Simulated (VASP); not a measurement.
# Zn (P6_3/mmc) in VASP: further runs

The runs below take Zn through relaxation of cell and atoms, relaxation of shape and atoms at fixed volume, with PBEsol.

Program: VASP 6.6.1. These are calculated values, not measurements. Logs are shortened: lines on timing, memory, paths and dates and some standing lists are left out, and cuts for length are marked.

### Step 1. The structure

The structure is hexagonal, space group P6_3/mmc (No. 194). The conventional cell has a = 2.600 Å, b = 2.600 Å, c = 4.876 Å, α = 90.00°, β = 90.00°, γ = 120.00°. Zn (site symmetry -6m2) has 12 Zn at 2.60 to 2.86 Å as nearest neighbours.

### Step 2. Relaxation of cell and atoms, PBEsol

INCAR

```
SYSTEM = Zn
PREC = Accurate
ENCUT = 600
EDIFF = 1E-7
ISMEAR = 1
SIGMA = 0.1
LREAL = .False.
LASPH = .True.
NELM = 80
ALGO = Normal
ISIF = 3
LWAVE = .False.
LCHARG = .False.
GGA = PS
IBRION = 2
NSW = 90
EDIFFG = -0.005
```

KPOINTS

```
Automatic mesh
0
Gamma
  18 18 8
  0 0 0
```

POSCAR

```
Zn                                      
1.0
    2.5999646907      0.0000000000      0.0000000000
   -1.2999823453      2.2516354711      0.0000000000
    0.0000000000     -0.0000000000      4.8762965976
  Zn            
     2
Direct
     0.3333333332999970    0.6666666667000030    0.2500000000000000
     0.6666666667000030    0.3333333332999970    0.7500000000000000
```

Potentials or basis: VASP PAW PBE potentials, release 64 (Zn).

On the command line:

```console
$ cat potpaw_PBE.64/Zn/POTCAR > POTCAR
$ mpirun -np 1 vasp_std > vasp.out
```

OUTCAR:

```text
SYSTEM = Zn
   PREC = Accurate
   ENCUT = 600
   EDIFF = 1E-7
   ISMEAR = 1
   LREAL = .False.
   LASPH = .True.
   NELM = 80
   ISIF = 3
   GGA = PS
   IBRION = 2
   NSW = 90
   EDIFFG = -0.005

 ion  position               nearest neighbor table
   1  0.333  0.667  0.250-   2 2.86   2 2.86   2 2.86   2 2.86   2 2.86   2 2.86
   2  0.667  0.333  0.750-   1 2.86   1 2.86   1 2.86   1 2.86   1 2.86   1 2.86

  LATTYP: Found a hexagonal cell.
 ALAT       =     2.5999646907
 C/A-ratio  =     1.8755241619

  Lattice vectors:

 A1 = (   2.5999646907,   0.0000000000,   0.0000000000)
 A2 = (  -1.2999823453,   2.2516354711,   0.0000000000)
 A3 = (   0.0000000000,   0.0000000000,   4.8762965976)

Analysis of symmetry for initial positions (statically):
=====================================================================
 Subroutine PRICEL returns:
 Original cell was already a primitive cell.

 Routine SETGRP: Setting up the symmetry group for a
 hexagonal supercell.

 Subroutine GETGRP returns: Found 24 space group operations
 (whereof 12 operations were pure point group operations)
 out of a pool of 24 trial point group operations.

The static configuration has the point symmetry D_3d.
 The point group associated with its full space group is D_6h.

Analysis of symmetry for dynamics (positions and initial velocities):
=====================================================================
 Subroutine PRICEL returns:
 Original cell was already a primitive cell.

 Routine SETGRP: Setting up the symmetry group for a
 hexagonal supercell.

 Subroutine GETGRP returns: Found 24 space group operations
 (whereof 12 operations were pure point group operations)
 out of a pool of 24 trial point group operations.

The dynamic configuration has the point symmetry D_3d.
 The point group associated with its full space group is D_6h.

 Subroutine INISYM returns: Found 24 space group operations
 (whereof 12 operations are pure point group operations),
 and found     1 'primitive' translations

----------------------------------------------------------------------------------------

                                     Primitive cell

  volume of cell :      28.5467

  direct lattice vectors                    reciprocal lattice vectors
     2.599964691  0.000000000  0.000000000     0.384620608  0.222060812  0.000000000
    -1.299982345  2.251635471  0.000000000     0.000000000  0.444121623  0.000000000
     0.000000000  0.000000000  4.876296598     0.000000000  0.000000000  0.205073662

  length of vectors
     2.599964691  2.599964691  4.876296598     0.444121623  0.444121623  0.205073662

  position of ions in fractional coordinates (direct lattice)
     0.333333333  0.666666667  0.250000000
     0.666666667  0.333333333  0.750000000

  ion indices of the primitive-cell ions
   primitive index   ion index
                 1           1
                 2           2

----------------------------------------------------------------------------------------

 KPOINTS: Automatic mesh

Automatic generation of k-mesh.
 Grid dimensions read from file:
 generate k-points for:   18   18    8

 Generating k-lattice:

  Cartesian coordinates                     Fractional coordinates (reciprocal lattice)
     0.021367812  0.012336712  0.000000000     0.055555556  0.000000000  0.000000000
     0.000000000  0.024673424  0.000000000     0.000000000  0.055555556  0.000000000
     0.000000000  0.000000000  0.025634208     0.000000000  0.000000000  0.125000000

  Length of vectors
     0.024673424  0.024673424  0.025634208

  Shift w.r.t. Gamma in fractional coordinates (k-lattice)
     0.000000000  0.000000000  0.000000000

 Subroutine IBZKPT returns following result:
 ===========================================

 Found    185 irreducible k-points:

 Following reciprocal coordinates:
            Coordinates               Weight
  0.000000  0.000000  0.000000      1.000000
  0.055556  0.000000  0.000000      6.000000
  0.111111  0.000000  0.000000      6.000000
  0.166667  0.000000  0.000000      6.000000
  0.222222  0.000000  0.000000      6.000000
  0.277778  0.000000  0.000000      6.000000
[... 16 lines left out ...]
  0.333333  0.111111  0.000000     12.000000
  0.388889  0.111111  0.000000     12.000000
 [... further k-points ...]
   k-points           NKPTS =    185   k-points in BZ     NKDIM =    185   number of bands    NBANDS=     16
   number of dos      NEDOS =    301   number of ions     NIONS =      2
   total plane-waves  NPLWV =  23040
   dimension x,y,z NGX =    24 NGY =   24 NGZ =   40
   dimension x,y,z NGXF=    48 NGYF=   48 NGZF=   80
   ions per type =               2
   NGX,Y,Z   is equivalent  to a cutoff of  15.35, 15.35, 13.64 a.u.
   NGXF,Y,Z  is equivalent  to a cutoff of  30.69, 30.69, 27.27 a.u.
 SYSTEM =  Zn
   PREC   = accura    normal or accurate (medium, high low for compatibility)
   ISTART =      0    job   : 0-new  1-cont  2-samecut
   ICHARG =      2    charge: 1-file 2-atom 10-const
   ISPIN  =      1    spin polarized calculation?
   LNONCOLLINEAR =      F non collinear calculations
   LSORBIT =      F    spin-orbit coupling
   LASPH  =      T    aspherical Exc in radial PAW
   ENCUT  =  600.0 eV  44.10 Ry    6.64 a.u.   5.19  5.19  9.74*2*pi/ulx,y,z
   NELM   =     80;   NELMIN=  2; NELMDL= -5     # of ELM steps
   EDIFF  = 0.1E-06   stopping-criterion for ELM
   LREAL  =      F    real-space projection
   EDIFFG = -.5E-02   stopping-criterion for IOM
   NSW    =     90    number of steps for IOM
   IBRION =      2    ionic relax: 0-MD 1-quasi-New 2-CG
   NFREE  =      1    steps in history (QN), initial steepest desc. (CG)
   ISIF   =      3    stress and relaxation
   ISYM   =      2    0-nonsym 1-usesym 2-fastsym
   POTIM  = 0.5000    time-step for ionic-motion
   TEBEG  =    0.0;   TEEND  =   0.0 temperature during run
   PSTRESS=    0.0 pullay stress
   NELECT =      24.0000    total number of electrons
   NUPDOWN=      -1.0000    fix difference up-down
   EMIN   =  10.00;   EMAX   =-10.00  energy-range for DOS
   EFERMI =   0.00;   METHOD = LEGACY
   ISMEAR =     1;   SIGMA  =   0.10  broadening in eV -4-tet -1-fermi 0-gaus
   EFERMI_NEDOS =   21; number of points for ismear=-14 and -15
   IALGO  =     38    algorithm
   IMIX   =      4    mixing-type and parameters
     AMIX     =   0.40;   BMIX     =  1.00
     AMIX_MAG =   1.60;   BMIX_MAG =  1.00
  volume/ion in A,a.u.               =      14.27        96.32
  Fermi-wavevector in a.u.,A,eV,Ry     =   1.545112  2.919839 32.482165  2.387372
  Thomas-Fermi vector in A             =   2.650537
   LORBIT       =      0    0 simple, 1 ext, 2 COOP (PROOUT), +10 PAW based schemes
   GGA     = PS    functional components
   LHFCALC =     F    Hartree Fock is set to
   AEXX    =    0.0000 exact exchange contribution
   IVDW    =     0    specifies the selected vdW correction
   LEPSILON=     F    determine dielectric tensor
   LRPA    =     F    only Hartree local field effects (RPA)
 conjugate gradient relaxation of ions
 non-spin polarized calculation
 Methfessel and Paxton  Order N= 1 SIGMA  =   0.10
  energy-cutoff  :      600.00
  volume of cell :       28.55
 maximum number of plane-waves:       970
 NGX is ok and might be reduce to    24
   NGX = 11   NGY = 11   NGZ = 19

 number of electron      24.0000000 magnetization

 Free energy of the ion-electron system (eV)
  ---------------------------------------------------
  ext. energy  EPLUGINS =         0.00000000
  ---------------------------------------------------
  free energy    TOTEN  =        -3.17051115 eV

  energy without entropy =       -3.17013038  energy(sigma->0) =       -3.17038423

 E-fermi :   3.5596     XC(G=0): -12.0363

 val. band max:        3.5592554726   @ k =   0.2222   0.0556   0.1250
 cond. band min:       3.5638293552   @ k =   0.0000   0.0000   0.2500
 fundamental gap:      0.0045738826
 Fermi energy:         3.5596347847

 k-point     1 :       0.0000    0.0000    0.0000
  band No.  band energies     occupation
      1      -7.5362      2.00000
      2      -5.5195      2.00000
      3      -4.7035      2.00000
      4      -4.4321      2.00000
      5      -4.4321      2.00000
      6      -4.3776      2.00000
[... 8 lines left out ...]
     15      21.0235      0.00000
     16      21.8747      0.00000

 k-point     2 :       0.0556    0.0000    0.0000
  band No.  band energies     occupation
      1      -7.4396      2.00000
      2      -5.4732      2.00000
      3      -4.6920      2.00000
      4      -4.4434      2.00000
      5      -4.4075      2.00000
      6      -4.3896      2.00000
[... 8 lines left out ...]
     15      19.9372      0.00000
     16      20.8801      0.00000

 k-point     3 :       0.1111    0.0000    0.0000
  band No.  band energies     occupation
      1      -7.1534      2.00000
      2      -5.3464      2.00000
      3      -4.6649      2.00000
      4      -4.4698      2.00000
      5      -4.4146      2.00000
      6      -4.3362      2.00000
[... 8 lines left out ...]
     15      17.6552      0.00000
     16      19.4633      0.00000

 k-point     4 :       0.1667    0.0000    0.0000
  band No.  band energies     occupation
      1      -6.6922      2.00000
      2      -5.1804      2.00000
      3      -4.6428      2.00000
      4      -4.5050      2.00000
      5      -4.3973      2.00000
      6      -4.2848      2.00000
[... 8 lines left out ...]
     15      18.1042      0.00000
     16      18.1386      0.00000

 k-point     5 :       0.2222    0.0000    0.0000
  band No.  band energies     occupation
      1      -6.1015      2.00000
      2      -5.0618      2.00000
      3      -4.6011      2.00000
      4      -4.5262      2.00000
      5      -4.4916      2.00000
      6      -4.2767      2.00000
[... 8 lines left out ...]
     15      16.9631      0.00000
     16      17.6036      0.00000

 k-point     6 :       0.2778    0.0000    0.0000
  band No.  band energies     occupation
      1      -5.5370      2.00000
      2      -5.0574      2.00000
      3      -4.6732      2.00000
      4      -4.5296      2.00000
      5      -4.4101      2.00000
      6      -4.2508      2.00000
[... 8 lines left out ...]
     15      15.2091      0.00000
     16      15.9636      0.00000

 k-point     7 :       0.3333    0.0000    0.0000
  band No.  band energies     occupation
      1      -5.2703      2.00000
      2      -5.1091      2.00000
      3      -4.8165      2.00000
      4      -4.4306      2.00000
      5      -4.3333      2.00000
      6      -4.1982      2.00000
[... 8 lines left out ...]
     15      12.9229      0.00000
     16      13.8650      0.00000

 k-point     8 :       0.3889   -0.0000    0.0000
  band No.  band energies     occupation
      1      -5.2405      2.00000
      2      -5.1551      2.00000
      3      -4.9181      2.00000
      4      -4.3999      2.00000
      5      -4.3389      2.00000
      6      -4.2222      2.00000
[... 8 lines left out ...]
     15      10.8051      0.00000
     16      11.9072      0.00000

 k-point     9 :       0.4444    0.0000    0.0000
  band No.  band energies     occupation
      1      -5.2662      2.00000
      2      -5.1826      2.00000
      3      -4.9782      2.00000
      4      -4.4432      2.00000
      5      -4.2791      2.00000
      6      -4.2427      2.00000
[... 8 lines left out ...]
     15       8.9338      0.00000
     16      10.1918      0.00000
[... 172 lines left out ...]
 k-point    19 :       0.1111    0.1111    0.0000
  band No.  band energies     occupation
      1      -6.4226      2.00000
      2      -5.0802      2.00000
      3      -4.6630      2.00000
      4      -4.4944      2.00000
      5      -4.4662      2.00000
      6      -4.3607      2.00000
[... 8 lines left out ...]
     15      14.7354      0.00000
     16      18.3436      0.00000

 k-point    20 :       0.1667    0.1111    0.0000
  band No.  band energies     occupation
      1      -5.8478      2.00000
      2      -4.9468      2.00000
      3      -4.6797      2.00000
      4      -4.5343      2.00000
      5      -4.5341      2.00000
      6      -4.3877      2.00000
[... 8 lines left out ...]
     15      13.6344      0.00000
     16      17.8551      0.00000

 k-point    21 :       0.2222    0.1111    0.0000
  band No.  band energies     occupation
      1      -5.3048      2.00000
      2      -4.9431      2.00000
      3      -4.6874      2.00000
      4      -4.5810      2.00000
      5      -4.5127      2.00000
      6      -4.3237      2.00000
[... 8 lines left out ...]
     15      12.7596      0.00000
     16      15.4655      0.00000

 k-point    22 :       0.2778    0.1111    0.0000
  band No.  band energies     occupation
      1      -5.0890      2.00000
      2      -4.9990      2.00000
      3      -4.8089      2.00000
      4      -4.4204      2.00000
      5      -4.3780      2.00000
      6      -4.3579      2.00000
[... 8 lines left out ...]
     15      12.0577      0.00000
     16      13.1849      0.00000

 k-point    23 :       0.3333    0.1111    0.0000
  band No.  band energies     occupation
      1      -5.1115      2.00000
      2      -5.0306      2.00000
      3      -4.8949      2.00000
      4      -4.4173      2.00000
      5      -4.3308      2.00000
      6      -4.2433      2.00000
[... 8 lines left out ...]
     15      11.0516      0.00000
     16      11.5596      0.00000

 k-point    24 :       0.3889    0.1111    0.0000
  band No.  band energies     occupation
      1      -5.1538      2.00000
      2      -5.0561      2.00000
      3      -4.9457      2.00000
      4      -4.4402      2.00000
      5      -4.2831      2.00000
      6      -4.2731      2.00000
[... 8 lines left out ...]
     15       9.1749      0.00000
     16      10.4270      0.00000

 [... further k-points ...]
[... 5 lines left out ...]
  --------------------------------------------------------------------------------------
  -------------------------------------------------------------------------------------
  Total        0.0029317      0.0029317      0.0036083      0.0000000      0.0000000      0.0000000
  in kB        0.1645439      0.1645439      0.2025148      0.0000000      0.0000000      0.0000000
  external PRESSURE =       0.1772008 kB  Pullay stress =       0.0000000 kB

 VOLUME and BASIS-vectors are now :
 -----------------------------------------------------------------------------
  energy-cutoff  :      600.00
  volume of cell :       28.55
      direct lattice vectors                 reciprocal lattice vectors
     2.599964691  0.000000000  0.000000000     0.384620608  0.222060812  0.000000000
    -1.299982345  2.251635471  0.000000000     0.000000000  0.444121623  0.000000000
     0.000000000  0.000000000  4.876296598     0.000000000  0.000000000  0.205073662

 POSITION                                       TOTAL-FORCE (eV/Angst)
 -----------------------------------------------------------------------------------
     -0.00000      1.50109      1.21907         0.000000     -0.000000      0.000000
      1.29998      0.75055      3.65722        -0.000000      0.000000      0.000000
 -----------------------------------------------------------------------------------
    total drift:                               -0.000000      0.000000      0.000000

  FREE ENERGIE OF THE ION-ELECTRON SYSTEM (eV)
  ---------------------------------------------------
  free  energy   TOTEN  =        -3.1705111538 eV

  energy  without entropy=       -3.1701303843  energy(sigma->0) =       -3.17038423

 reached required accuracy - stopping structural energy minimisation
```

Run time: 72 s. Hardware: 1 thread of AMD EPYC 9R45 (Zen 5), shared host; peak memory 0.19 GiB.

What came out:

```yaml
Free_energy: -3.1705 eV
Pressure_after_relaxing: 0.0 GPa
Band_gap_on_the_k_mesh: none (metal or under the smearing width)
```

Final structure:
```yaml
crystal:
  lattice:
    - [2.59996, 0.00000, 0.00000]
    - [-1.29998, 2.25164, 0.00000]
    - [0.00000, 0.00000, 4.87630]
  atoms:
    - { symbol: Zn, position: [0.33333, 0.66667, 0.25000] }
    - { symbol: Zn, position: [0.66667, 0.33333, 0.75000] }
```

Caveat: the relaxation stopped at its first step, so nothing moved; the PAW data sets were made with another functional, which shifts forces and pressure a little.

### Step 3. Relaxation of shape and atoms at fixed volume, PBEsol (a relaxed cell with its volume scaled by 0.94)

Edit INCAR of step 2 so:

```diff
@@ -10,3 +10,3 @@
 ALGO = Normal
-ISIF = 3
+ISIF = 4
 LWAVE = .False.
@@ -15,3 +15,3 @@
 IBRION = 2
-NSW = 90
-EDIFFG = -0.005
+NSW = 40
+EDIFFG = -0.01
```

KPOINTS is that of step 2.

POSCAR

```
Zn                                      
1.0
    2.5468892942      0.0000000000      0.0000000000
   -1.2734446470      2.2056708294      0.0000000000
    0.0000000000      0.0000000000      4.7767524090
  Zn            
     2
Direct
     0.3333333332999970    0.6666666667000030    0.2500000000000000
     0.6666666667000030    0.3333333332999970    0.7500000000000000
```

Potentials or basis: VASP PAW PBE potentials, release 64 (Zn).

On the command line:

```console
$ cat potpaw_PBE.64/Zn/POTCAR > POTCAR
$ mpirun -np 1 vasp_std > vasp.out
```

Run time: 3.9 min. Hardware: 1 thread of AMD EPYC 9R45 (Zen 5), shared host; peak memory 0.17 GiB.

Results (log left out):

| Quantity | Value |
| --- | --- |
| Free energy | -3.1418 eV |
| Energy gained by relaxing | 3.0 meV/atom |
| Ionic steps | 7 |
| Pressure after relaxing | 5.9 GPa |
| Band gap on the k mesh | none (metal or under the smearing width) |

Step by step:
```
step  energy change (eV)  largest force (eV/Å)  pressure (GPa)
   1              0.0000                0.0000            6.73
   2             -0.0029                0.0000            6.40
   3             -0.0055                0.0000            6.05
   4             -0.0044                0.0000            5.42
   5             -0.0058                0.0000            5.77
   6             -0.0059                0.0000            5.85
   7             -0.0059                0.0000            5.93
```

Final structure:
```
Zn
1.0
     2.57452    0.00000    0.00000
    -1.28726    2.22960    0.00000
     0.00000    0.00000    4.67478
Zn
2
Direct
  0.33333 0.66667 0.25000
  0.66667 0.33333 0.75000
```

Levels at points of the mesh, in eV from the Fermi level:
| k point | band 10 | band 11 | band 12 | band 13 | band 14 | band 15 |
| --- | --- | --- | --- | --- | --- | --- |
| (0.00, 0.00, 0.00) | -7.36 | -7.36 | -4.30 | -2.75 | 15.50 | 18.52 |
| (0.50, 0.00, 0.00) | -7.14 | -3.43 | -2.45 | 3.00 | 3.57 | 4.92 |
| (0.00, 0.00, 0.50) | -7.48 | -7.48 | -7.48 | 5.36 | 5.36 | 20.03 |
| (0.50, 0.00, 0.50) | -7.16 | -2.42 | -2.42 | 0.23 | 0.23 | 11.21 |

Caveat: the PAW data sets were made with another functional, which shifts forces and pressure a little.

### Step 4. Relaxation of shape and atoms at fixed volume, PBEsol (a relaxed cell with its volume scaled by 0.96)

INCAR is that of step 3.

KPOINTS is that of step 3.

POSCAR

```
Zn                                      
1.0
    2.5648257252      0.0000000000      0.0000000000
   -1.2824128626      2.2212042343      0.0000000000
    0.0000000000      0.0000000000      4.8103926188
  Zn            
     2
Direct
     0.3333333332999970    0.6666666667000030    0.2500000000000000
     0.6666666667000030    0.3333333332999970    0.7500000000000000
```

On the command line:

```console
$ cat potpaw_PBE.64/Zn/POTCAR > POTCAR
$ mpirun -np 1 vasp_std > vasp.out
```

It took 2.9 min on 1 thread of AMD EPYC 9R45 (Zen 5), shared host; peak memory 0.17 GiB.

The run converged. Its results:

- Free energy: -3.1588 eV
- Energy gained by relaxing: 1.6 meV/atom
- Ionic steps: 5
- Pressure after relaxing: 3.5 GPa
- Band gap on the k mesh: none (metal or under the smearing width)

Step by step:
```csv
step,energy change (eV),largest force (eV/Å),pressure (GPa)
1,0.0000,0.0000,4.22
2,-0.0013,0.0000,4.02
3,-0.0025,0.0000,3.74
4,-0.0020,0.0000,3.21
5,-0.0033,0.0000,3.54
```

Final structure:
```
Zn
1.0
     2.58979    0.00000    0.00000
    -1.29489    2.24282    0.00000
     0.00000    0.00000    4.71810
Zn
2
Cartesian
  0.0000 1.4952 1.1795
  1.2949 0.7476 3.5386
```

Levels at points of the mesh, in eV from the Fermi level:
```tsv
k point	band 10	band 11	band 12	band 13	band 14	band 15
(0.00, 0.00, 0.00)	-7.34	-7.34	-4.22	-2.83	15.15	18.29
(0.50, 0.00, 0.00)	-7.12	-3.37	-2.44	2.90	3.53	4.74
(0.00, 0.00, 0.50)	-7.45	-7.45	-7.45	5.20	5.20	19.76
(0.50, 0.00, 0.50)	-7.14	-2.36	-2.36	0.18	0.18	10.99
```

Caveat: the PAW data sets were made with another functional, which shifts forces and pressure a little.

(Continued in part 2 of 2.)
